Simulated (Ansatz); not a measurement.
# Equation of state of Ge

```
CELL_PARAMETERS angstrom
3.99759 0.00000 0.00000
-1.99879 3.46201 0.00000
0.00000 0.00000 6.59938
ATOMIC_POSITIONS crystal
Ge 0.66667 0.33333 0.06290
Ge 0.33333 0.66667 0.56290
Ge 0.66667 0.33333 0.43710
Ge 0.33333 0.66667 0.93710
```

Conventional cell: a = 3.998 Å, b = 3.998 Å, c = 6.599 Å, α = 90.00°, β = 90.00°, γ = 120.00°. Ge (atom 1) is surrounded by 4 Ge at 2.45 to 2.47 Å.

Structure from Materials Project entry mp-1007760 (possibly hypothetical), not relaxed further.

Levels of theory: DFT, PBE, all-electron LAPW, scalar-relativistic (Ansatz 0.2.0); DFT, PBE, PAW with Ansatz's default frozen-core files, scalar-relativistic (Ansatz 0.2.0).

For LAPW: a Γ-centred 11×11×6 k mesh, Fermi–Dirac smearing of 0.05 eV, basis error target 1 meV/atom, no spin polarisation. PAW takes a cutoff of 420 eV at this cell. The Ansatz runs share mesh, smearing and spin set-up. Plane-wave (PAW) pressures include the program's estimate of the Pulay term.

The cell above is scaled evenly, with fractional coordinates and shape held.

(1) Estimate the equilibrium volume and bulk modulus that all-electron LAPW gives for this fixed shape.

Answers

(1) V0 = 23.87 Å³/atom, B0 = 59 GPa, B0′ = 4.7, from a third-order Birch–Murnaghan fit to these pressures:
| V/V(cell) | V (Å³/atom) | P, LAPW (GPa) | P, PAW (GPa) |
| --- | --- | --- | --- |
| 0.9400 | 21.463 | 8.08 | 8.09 |
| 0.9600 | 21.920 | 6.15 | 6.16 |
| 0.9800 | 22.377 | 4.43 | 4.43 |
| 0.9900 | 22.605 | 3.65 | 3.65 |
| 1.0000 | 22.833 | 2.91 | 2.91 |
| 1.0100 | 23.062 | 2.21 | 2.21 |
| 1.0200 | 23.290 | 1.54 | 1.54 |
| 1.0400 | 23.747 | 0.30 | 0.30 |
| 1.0600 | 24.203 | -0.81 | -0.81 |
